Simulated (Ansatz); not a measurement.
## The 2H-MoTe2 bilayer (2H stacking) under a gate

Wanted: Fermi level and gate voltage of the 2H-MoTe2 bilayer (2H stacking) as it is charged.

Main program and level: Ansatz 0.2.0; plane-wave DFT, PBE-D3(BJ), Ansatz PAW.

### 1. The starting structure

The cell holds 6 atoms: 4 Te and 2 Mo. Cell: a = 3.550 Å, b = 3.550 Å, c = 52.648 Å, α = 90.0°, β = 90.0°, γ = 120.0°. Regions: layer 1: 2H-MoTe2, 3 atoms (2 Te and 1 Mo); layer 2: 2H-MoTe2, 3 atoms (2 Te and 1 Mo). Vacuum lies along c.

### 2. Relaxing the slab

The starting cell is a guess, so the in-plane lattice and the atoms are relaxed first, with the slab cut off from its images along the normal.

Contents of input.yaml:

```yaml
crystal:
  lattice:
    - [3.55, 0.0, 0.0]
    - [-1.775, 3.0743901834, 0.0]
    - [0.0, 0.0, 52.6482052597]
  atoms:
    - { symbol: Te, position: [0.3333333333, 0.6666666667, 0.3969745958] }
    - { symbol: Mo, position: [0.0, 0.0, 0.432817248] }
    - { symbol: Te, position: [0.3333333333, 0.6666666667, 0.4686599003] }
    - { symbol: Te, position: [0.0, 0.0, 0.5313400997] }
    - { symbol: Mo, position: [0.3333333333, 0.6666666667, 0.567182752] }
    - { symbol: Te, position: [0.0, 0.0, 0.6030254042] }
  periodic: [true, true, false]
kpoints:
  mp_grid: { grid: [12, 12, 1] }
hamiltonian:
  xc: pbe
  dispersion: d3bj
scf:
  occupations: { method: fermi_dirac, width: 0.05 }
  convergence: { dr2_threshold: 1.0e-09 }
relax:
  f_tol: 0.004
  max_steps: 90
  cell: {}
output:
  write_potential: true
  write_density: true
  volumetric_format: npy
```

Command:

```
ansatz run input.yaml --threads 4 --pin off --max-ram 12288MiB --backend cpu --events-out ev --progress --plain --runs-dir out
```

Numbers of over 12 decimals in the logs are rounded to 6 here.

Log:

```text
Warning: relax.cell: scf.convergence.dr2_threshold = 1e-9 eV is looser than the 1.38042845272e-10 eV advised for a relaxation that steers and ends on the stress (1e-10 eV for each atom of the cell: 6, times the square of relax.cell.stress_2d_tol = 0.05 N/m over 20.8 Å (the atoms' height at the walk's start and 5 Å past either face), 2.398e-2 GPa, over a crystal's default 0.05). What an SCF threshold leaves in a stress goes as its square root, and in the free energy as the threshold itself, and one threshold admits the most on a small cell: [figures from the program's tests cut] Set scf.convergence.dr2_threshold to 1.38042845272e-10 eV or tighter. [rest of the remark cut]
Engine: ansatz 0.2.0, aarch64-unknown-linux-gnu
Pseudopotentials: kind: paw
Pseudopotential: Te, paw, valence charge 16, recommended cutoff 420 eV (normal), Te.paw.azcp
Pseudopotential: Mo, paw, valence charge 14, recommended cutoff 420 eV (normal), Mo.paw.azcp
Functional definition: PBE
  parameter kappa = 0.804
  parameter beta = 0.066725
  exchange = pbe_x(kappa = kappa, mu = beta*pi^2/3)
  correlation = pbe_c(beta = beta)
Crystal: 6 atoms, lattice volume = 574.607 Å³
Basis set: ecut = 420 eV, 11101 PW (Γ), exchange–correlation on 48×48×720 points (8 copies of the dense FFT grid, shifted against one another)
Bands: 56, of which v1, the nominal top of the filled ones, is band 46 counted from 1 (45 counted from 0)
Symmetry: 12 space group operations
Space group: P-3m1 (ITA 164), of the structure as read, at distance tolerance 8.3e-5 Å
k-points: 19 of 144
Non-local potential: Te, projectors of the file, l = 0: 2, l = 1: 2, l = 2: 2, l = 3: 2
Non-local potential: Mo, projectors of the file, l = 0: 3, l = 1: 2, l = 2: 2, l = 3: 1
PAW form: soft (Blöchl's): semilocal exchange-correlation on the pseudo side does not see the compensation charge
PAW one-centre angular grid: Te, 590 points (default); XC on 64 Gauss nodes
PAW one-centre angular grid: Mo, 590 points (default); XC on 64 Gauss nodes
Initial density: superposition of atomic densities (neutral atoms: chi_scale 0, normalization atom), corrected by the library's trained network
Initial wavefunctions: pseudopotential atomic-orbital guess
Functional: x = pbe(κ = 0.804, μ = 0.219515), c = pbe(β = 0.066725)
SCF iter   1: F=—  HF=-37835.984231 eV  |F-HF|=—  |Δ(HF+E_count)|=         —  Δρ=2.50e-3  dr2=1.33e-1  ethr=1.77e-3  ⟨swp⟩=17.7  Hψ=6878  notcnv=0  defer=1
preconditioner: auto → Resta (q_TF=auto, 2.010 Å⁻¹)  ε∞=2.8  [insulator: Δε(μ)=0.865 eV  Ē_g=7.004 eV  σ=0.050 eV  W_gap=1.00  n_scr=32 (ndim 8)  ℏωp=9.3 eV  f_vac=0.718  D(μ)=0.00/eV (n_scr^D=0)  ε∞_Penn≈2.8  vacuum switching on, ρ_ref=3.6e-3 e/Å³]
SCF iter   2: F=—  HF=-37836.014913 eV  |F-HF|=—  |Δ(HF+E_count)|=   3.07e-2  Δρ=2.28e-3  dr2=3.74e-1  ethr=1.44e-4  ⟨swp⟩=4.2  Hψ=2364  notcnv=0  defer=35
SCF iter   3: F=—  HF=-37835.990064 eV  |F-HF|=—  |Δ(HF+E_count)|=   2.48e-2  Δρ=1.03e-3  dr2=4.62e-3  ethr=1.44e-4  ⟨swp⟩=3.8  Hψ=1665  notcnv=0  defer=35
SCF iter   4: F=—  HF=-37835.992829 eV  |F-HF|=—  |Δ(HF+E_count)|=   2.77e-3  Δρ=1.21e-4  dr2=1.26e-4  ethr=5.02e-6  ⟨swp⟩=3.3  Hψ=1679  notcnv=0  defer=35
SCF iter   5: F=—  HF=-37835.992836 eV  |F-HF|=—  |Δ(HF+E_count)|=   6.70e-6  Δρ=7.16e-5  dr2=6.24e-5  ethr=1.37e-7  ⟨swp⟩=4.4  Hψ=2564  notcnv=0  defer=35
SCF iter   6: F=—  HF=-37835.992848 eV  |F-HF|=—  |Δ(HF+E_count)|=   1.17e-5  Δρ=7.18e-5  dr2=1.06e-4  ethr=6.79e-8  ⟨swp⟩=2.9  Hψ=1536  notcnv=0  defer=35
SCF iter   7: F=—  HF=-37835.992835 eV  |F-HF|=—  |Δ(HF+E_count)|=   1.28e-5  Δρ=9.82e-6  dr2=1.13e-6  ethr=6.79e-8  ⟨swp⟩=2.9  Hψ=1502  notcnv=0  defer=35
SCF iter   8: F=—  HF=-37835.992906 eV  |F-HF|=—  |Δ(HF+E_count)|=   7.11e-5  Δρ=3.95e-6  dr2=1.32e-7  ethr=1.23e-9  ⟨swp⟩=3.8  Hψ=2212  notcnv=0  defer=35
SCF iter   9: F=—  HF=-37835.992906 eV  |F-HF|=—  |Δ(HF+E_count)|=   5.57e-8  Δρ=8.65e-7  dr2=7.48e-9  ethr=1.44e-10  ⟨swp⟩=2.9  Hψ=2031  notcnv=0  defer=35
SCF iter  10: F=-37835.992906 eV  HF=-37835.992906 eV  |F-HF|=1.64e-9  |Δ(HF+E_count)|=   4.31e-9  Δρ=2.99e-7  dr2=5.43e-10  ethr=1.09e-12  ⟨swp⟩=13.3  Hψ=8091  notcnv=0
SCF 1 converged in 10 iterations: F = -37835.992906 eV  dr2 = 5.43e-10
  greatest PAW one-centre occupation: 0.998 electrons in one spin orbital (limit 2), on the Mo atom at site 4 (counted from 0), in its partial waves of l = 0
relax step   1: F+E_penalty+E_count = -37835.99290582 eV  Δ(F+E_penalty+E_count) = +0.000e0 eV  max|allowed force component| = 1.077e0 eV/Å  Δτ_max = 0.0000 Å  P = -6.957 N/m  Ω = 574.607 Å³  fix = [c, alpha, beta]  reactions: c -0.000 N/m  (10 SCF iters, accepted)
Crystal: 6 atoms, lattice volume = 562.370 Å³
Basis set: ecut = 420 eV, 10969 PW (Γ), exchange–correlation on 48×48×720 points (8 copies of the dense FFT grid, shifted against one another)
Initial density: handed on by an earlier stage of this run
Initial wavefunctions: those handed on with the density
iter 1 solved again at ethr=6.04e-4 eV; its pass at ethr=3.10e-3 eV (dr2=5.56e-1 eV) is discarded
SCF iter   1: F=—  HF=-37835.915106 eV  |F-HF|=—  |Δ(HF+E_count)|=         —  Δρ=7.34e-3  dr2=5.62e-1  ethr=6.04e-4  ⟨swp⟩=2.5  Hψ=7643  notcnv=0
preconditioner: auto → Resta (q_TF=auto, 2.018 Å⁻¹)  ε∞=2.5  [insulator: Δε(μ)=0.696 eV  Ē_g=7.551 eV  σ=0.050 eV  W_gap=1.00  n_scr=32 (ndim 8)  ℏωp=9.4 eV  f_vac=0.725  D(μ)=0.00/eV (n_scr^D=0)  ε∞_Penn≈2.5  vacuum switching on, ρ_ref=4.1e-3 e/Å³]
SCF iter   2: F=—  HF=-37835.928760 eV  |F-HF|=—  |Δ(HF+E_count)|=   1.37e-2  Δρ=6.67e-3  dr2=7.34e-1  ethr=6.04e-4  ⟨swp⟩=4.4  Hψ=1930  notcnv=0
SCF iter   3: F=—  HF=-37835.839772 eV  |F-HF|=—  |Δ(HF+E_count)|=   8.90e-2  Δρ=2.32e-3  dr2=2.27e-2  ethr=6.04e-4  ⟨swp⟩=3.4  Hψ=1867  notcnv=0  defer=33
SCF iter   4: F=—  HF=-37835.835846 eV  |F-HF|=—  |Δ(HF+E_count)|=   3.93e-3  Δρ=3.83e-4  dr2=4.44e-4  ethr=2.46e-5  ⟨swp⟩=3.5  Hψ=1868  notcnv=0  defer=39
SCF iter   5: F=—  HF=-37835.835963 eV  |F-HF|=—  |Δ(HF+E_count)|=   1.17e-4  Δρ=9.65e-5  dr2=1.03e-4  ethr=4.83e-7  ⟨swp⟩=3.5  Hψ=2325  notcnv=0  defer=39
SCF iter   6: F=—  HF=-37835.836002 eV  |F-HF|=—  |Δ(HF+E_count)|=   3.82e-5  Δρ=6.81e-5  dr2=4.29e-4  ethr=1.12e-7  ⟨swp⟩=4.0  Hψ=2260  notcnv=0  defer=39  recentre
SCF iter   7: F=—  HF=-37835.835970 eV  |F-HF|=—  |Δ(HF+E_count)|=   3.16e-5  Δρ=1.95e-5  dr2=4.12e-6  ethr=1.12e-7  ⟨swp⟩=2.9  Hψ=1455  notcnv=0  defer=39
SCF iter   8: F=—  HF=-37835.836075 eV  |F-HF|=—  |Δ(HF+E_count)|=   1.05e-4  Δρ=6.54e-6  dr2=4.49e-7  ethr=4.47e-9  ⟨swp⟩=4.4  Hψ=2524  notcnv=0  defer=39
[...]
SCF iter   8: F=—  HF=-37836.208441 eV  |F-HF|=—  |Δ(HF+E_count)|=   1.27e-4  Δρ=5.93e-6  dr2=3.70e-7  ethr=3.84e-9  ⟨swp⟩=3.5  Hψ=2264  notcnv=0  defer=18
SCF iter   9: F=—  HF=-37836.208441 eV  |F-HF|=—  |Δ(HF+E_count)|=   9.85e-8  Δρ=1.69e-6  dr2=3.36e-8  ethr=4.03e-10  ⟨swp⟩=3.2  Hψ=1723  notcnv=0  defer=18
SCF iter  10: F=—  HF=-37836.208441 eV  |F-HF|=—  |Δ(HF+E_count)|=   1.09e-8  Δρ=4.26e-7  dr2=1.75e-9  ethr=3.65e-11  ⟨swp⟩=3.2  Hψ=1877  notcnv=0  defer=18
SCF iter  11: F=-37836.208441 eV  HF=-37836.208441 eV  |F-HF|=1.24e-10  |Δ(HF+E_count)|=   2.36e-9  Δρ=1.00e-7  dr2=1.21e-10  ethr=1.09e-12  ⟨swp⟩=12.7  Hψ=7810  notcnv=0
SCF 3 converged in 11 iterations: F = -37836.208441 eV  dr2 = 1.21e-10
relax step   3: F+E_penalty+E_count = -37836.20844079 eV  Δ(F+E_penalty+E_count) = -2.155e-1 eV  max|allowed force component| = 2.394e-1 eV/Å  Δτ_max = 0.0946 Å  P = -1.290 N/m  Ω = 560.079 Å³  energy of the carried Pulay correction = +7.109e-4 eV  fix = [c, alpha, beta]  reactions: c -0.000 N/m  (11 SCF iters, accepted)
[...]
relax step   4: F+E_penalty+E_count = -37836.22154516 eV  Δ(F+E_penalty+E_count) = -1.310e-2 eV  max|allowed force component| = 1.520e-2 eV/Å  Δτ_max = 0.0965 Å  P = +0.160 N/m  Ω = 558.096 Å³  energy of the carried Pulay correction = +8.094e-4 eV  fix = [c, alpha, beta]  reactions: c +0.000 N/m  (11 SCF iters, accepted)
[...]
relax step   5: F+E_penalty+E_count = -37836.22160759 eV  Δ(F+E_penalty+E_count) = -6.243e-5 eV  max|allowed force component| = 1.388e-2 eV/Å  Δτ_max = 0.0024 Å  P = +0.035 N/m  Ω = 558.726 Å³  energy of the carried Pulay correction = +7.780e-4 eV  fix = [c, alpha, beta]  reactions: c +0.000 N/m  (8 SCF iters, accepted)
[...]
relax step   6: F+E_penalty+E_count = -37836.22165689 eV  Δ(F+E_penalty+E_count) = -4.930e-5 eV  max|allowed force component| = 1.244e-2 eV/Å  Δτ_max = 0.0122 Å  P = +0.074 N/m  Ω = 558.443 Å³  energy of the carried Pulay correction = +7.921e-4 eV  fix = [c, alpha, beta]  reactions: c +0.000 N/m  (9 SCF iters, accepted)
[...]
relax step   7: F+E_penalty+E_count = -37836.22169221 eV  Δ(F+E_penalty+E_count) = -3.532e-5 eV  max|allowed force component| = 1.219e-3 eV/Å  Δτ_max = 0.0045 Å  P = +0.005 N/m  Ω = 558.633 Å³  energy of the carried Pulay correction = +7.827e-4 eV  fix = [c, alpha, beta]  reactions: c +0.000 N/m  (9 SCF iters, accepted)
Initial wavefunctions: pseudopotential atomic-orbital guess (no wavefunctions were taken with the density)
iter 1 solved again at ethr=4.28e-8 eV; its pass at ethr=3.10e-3 eV (dr2=3.94e-5 eV) is discarded
SCF iter   1: F=—  HF=-37836.220857 eV  |F-HF|=—  |Δ(HF+E_count)|=         —  Δρ=1.96e-5  dr2=3.00e-7  ethr=4.28e-8  ⟨swp⟩=7.6  Hψ=12227  notcnv=0
SCF iter   2: F=—  HF=-37836.220865 eV  |F-HF|=—  |Δ(HF+E_count)|=   7.94e-6  Δρ=9.68e-6  dr2=7.48e-8  ethr=3.26e-10  ⟨swp⟩=4.1  Hψ=2713  notcnv=0
SCF iter   3: F=—  HF=-37836.220865 eV  |F-HF|=—  |Δ(HF+E_count)|=   1.24e-7  Δρ=2.44e-6  dr2=7.57e-8  ethr=8.13e-11  ⟨swp⟩=2.7  Hψ=2176  notcnv=0
SCF iter   4: F=—  HF=-37836.220865 eV  |F-HF|=—  |Δ(HF+E_count)|=   2.47e-9  Δρ=1.37e-6  dr2=2.95e-8  ethr=8.13e-11  ⟨swp⟩=2.9  Hψ=1563  notcnv=0
SCF iter   5: F=—  HF=-37836.220865 eV  |F-HF|=—  |Δ(HF+E_count)|=  2.76e-10  Δρ=5.60e-7  dr2=3.52e-9  ethr=3.21e-11  ⟨swp⟩=2.2  Hψ=1401  notcnv=0
SCF iter   6: F=-37836.220865 eV  HF=-37836.220865 eV  |F-HF|=1.09e-10  |Δ(HF+E_count)|=  3.86e-10  Δρ=1.55e-7  dr2=3.32e-10  ethr=1.09e-12  ⟨swp⟩=16.1  Hψ=8826  notcnv=0
SCF 8 converged in 6 iterations: F = -37836.220865 eV  dr2 = 3.32e-10
relax step   8: F+E_penalty+E_count = -37836.22086497 eV  Δ(F+E_penalty+E_count) = +8.272e-4 eV  max|allowed force component| = 1.211e-3 eV/Å  Δτ_max = 0.0000 Å  P = +0.008 N/m  Ω = 558.633 Å³  fix = [c, alpha, beta]  reactions: c +0.000 N/m  stress off target by 7.62e-3 N/m on what of the cell is left free  SCF on the basis re-selected at this cell (its energy is not comparable with the rows above)  (6 SCF iters)
basis re-selected at this cell: Δ(F+E_penalty+E_count) = +8.272e-4 eV, ΔP = +0.003 N/m vs the last step (what re-selecting the basis moved, of the pressure what is left beyond the Pulay correction that the steps carried, after the strain that the cell walked since its last selection, with what the two solves' SCF thresholds leave and, on support functions, any second-order correction that the steps lacked; it is no m [...]
WARN: The output density's exchange-correlation potential varies sharply where the density is thin. Do not read a vacuum level from v_tot or v_xc, or from such a field of the output density. On a cell that repeats whose density bears no net charge and no dipole along the vacuum's axis use v_es (v_loc + v_h of the components); under efield.dipole_correction with no amplitude use v_es + v_field, which holds any externa [...]
SCF converged after 6 iterations
Free energy (F): -37836.220865 eV
Harris-Foulkes:  -37836.220865 eV  (|F-HF|=1.09e-10)
Internal energy: -37836.220847 eV  (E = F + TS)
E sigma→0 (E₀):  -37836.220856 eV
Entropy (-TS):   -0.000018 eV (-0.003 meV/atom)
Fermi energy:    -4.260993 eV
--- Per-component energies (eV) ---
  E_band       = -2721.611798
  E_kinetic    = 1609.654476
  E_local      = -642629.714767  (includes V_loc(G=0)·N_el)
  E_nonlocal   = -952.650060
  E_hartree    = 320969.365739
  E_xc         = -865.985270
  E_vxc        = -877.196823  (∫ρ·V_xc dr)
  E_paw        = -25053.964062  (= ΣΔE_a)
  E_vpaw       = -1810.427839  (= ΣTr[D̂ρ^β])
  E_aug_tail   = -0.000605  (compensation charges beyond the density's cutoff)
  E_ewald      = 309089.920521
  E_disp       = -2.846820  (pairwise vdW)
  E_smearing   = -0.000018  (= −TS)
  E_closure    = 0.000000  (closes the sum)
  Σ components = -37836.220865   (vs F -37836.220865, Δ=0.00e0)
--- Forces (eV/Å), atoms counted from 1 ---
  atom   1  Te     0.00000000    -0.00000000     0.00084768
  atom   2  Mo    -0.00000000     0.00000000    -0.00121099
  atom   3  Te    -0.00000000    -0.00000000     0.00052107
  atom   4  Te     0.00000000     0.00000000    -0.00052107
  atom   5  Mo     0.00000000    -0.00000000     0.00121099
  atom   6  Te     0.00000000     0.00000000    -0.00084768
  max |Σ_I F_I| component: 4.63e-18 eV/Å
--- 2D stress c σ (N/m, compression-positive) ---
        0.007625       0.000000       0.000000
        0.000000       0.007625       0.000000
        0.000000       0.000000       0.000000
  P = ½ c Tr σ = 0.0076 N/m
--- Band table (eV; the first three rows and the last of 19) ---
  k-point 0: bands = [... 42 lower, -5.6367, -5.6367, -5.5491, -4.6681, -1.7236, -1.7236, -1.6043, -1.6043, ... 6 higher]
  k-point 1: bands = [... 42 lower, -5.6892, -5.5509, -5.4942, -4.7099, -2.1053, -2.0184, -1.9356, -1.8535, ... 6 higher]
  k-point 2: bands = [... 42 lower, -5.8536, -5.5823, -5.5242, -5.0484, -2.8374, -2.7198, -2.5726, -2.4092, ... 6 higher]
  k-point 18: bands = [... 42 lower, -6.6143, -6.6143, -4.9315, -4.7714, -3.6301, -3.6301, -3.3494, -2.7578, ... 6 higher]
  the weakly bound empty levels are not read free of the cell's end (no_gap_told)
--- Relaxed structure (7 steps of the walk, 6 accepted, 1 SCFs on fresh bases) ---
  F+E_penalty+E_count = -37836.22086497 eV   max|allowed force component| = 1.211e-3 eV/Å   (the final SCF, on the basis selected at the relaxed cell)
  cell:  # Å, volume = 558.6329 Å³
    - [3.500307, 0, 0]
    - [-1.750154, 3.031355, 0]
    - [0, 0, 52.6482052597]
  atoms:
    - { symbol: Te, position: [0.333333, 0.666667, 0.400425] }
    - { symbol: Mo, position: [1.2721599381687105e-17, -5.0885221963063393e-17, 0.434925] }
    - { symbol: Te, position: [0.333333, 0.666667, 0.469459] }
    - { symbol: Te, position: [7.935711462032738e-18, -5.0885221963063393e-17, 0.530541] }
    - { symbol: Mo, position: [0.333333, 0.666667, 0.565075] }
    - { symbol: Te, position: [3.57153426055291e-18, -5.0885221963063393e-17, 0.599575] }
```

It took 70 s on 4 threads of Arm Neoverse V2, shared host; peak memory 1.3 GiB; 4.6 min of CPU time.

Relaxation path:

| step | energy less that of the first step (eV) | largest force component (eV/Å) | volume (Å³) |
| --- | --- | --- | --- |
| 1 | 0.0000 | 1.0774 | 574.61 |
| 2 | 0.1568 | 1.7662 | 562.37 |
| 3 | -0.2155 | 0.2394 | 560.08 |
| 4 | -0.2286 | 0.0152 | 558.10 |
| 5 | -0.2287 | 0.0139 | 558.73 |
| 6 | -0.2288 | 0.0124 | 558.44 |
| 7 | -0.2288 | 0.0012 | 558.63 |
| 8* | -0.2280 | 0.0012 | 558.63 |

Relaxation steps marked * repeat the geometry before them on a plane-wave basis chosen anew for their cell, so energy and pressure can jump there. Relaxation step 2 was tried and not accepted.

Forces are held to the 12 operations that the run works with; a distortion that breaks them can't arise in this run.

| cell as run | before | after | change |
| --- | --- | --- | --- |
| a (Å) | 3.550 | 3.500 | -1.4 % |
| b (Å) | 3.550 | 3.500 | -1.4 % |

The atoms that moved most (Å, along periodic axes as changes of fractional coordinates times the final cell, across vacuum about the mean position):

| atom | dx | dy | dz | length |
| --- | --- | --- | --- | --- |
| Te6 | 0.000 | 0.000 | -0.182 | 0.182 |
| Te1 | 0.000 | 0.000 | 0.182 | 0.182 |
| Mo2 | 0.000 | 0.000 | 0.111 | 0.111 |
| Mo5 | 0.000 | 0.000 | -0.111 | 0.111 |
| Te4 | 0.000 | 0.000 | -0.042 | 0.042 |
| Te3 | 0.000 | 0.000 | 0.042 | 0.042 |

Final coordinates:

```xyz
6
Lattice="3.5003 0.0000 0.0000 -1.7502 3.0314 0.0000 0.0000 0.0000 52.6482" Properties=species:S:1:pos:R:3
Te    0.0000    2.0209   21.0816
Mo    0.0000    0.0000   22.8980
Te    0.0000    2.0209   24.7162
Te    0.0000    0.0000   27.9320
Mo    0.0000    2.0209   29.7502
Te    0.0000    0.0000   31.5666
```

The lattice constant a goes from 3.550 to 3.500 Å.

(Continued in part 2 of 4.)

[Logs are printed without paths, hosts, clocks, repeated set-up lines and the standing remarks that a program may print on its own settings, such as how far it seeks lower states.]

[Hosts, paths, dates, database ids (printed as entryN), source tags and the programs' standing remarks are cut or masked in the printed files.]

[Maps of the electrostatic potential energy from Ansatz leave out the sawtooth potential of an applied field or a dipole correction, so their vacuum need not be flat; planar profiles and work functions include it.]
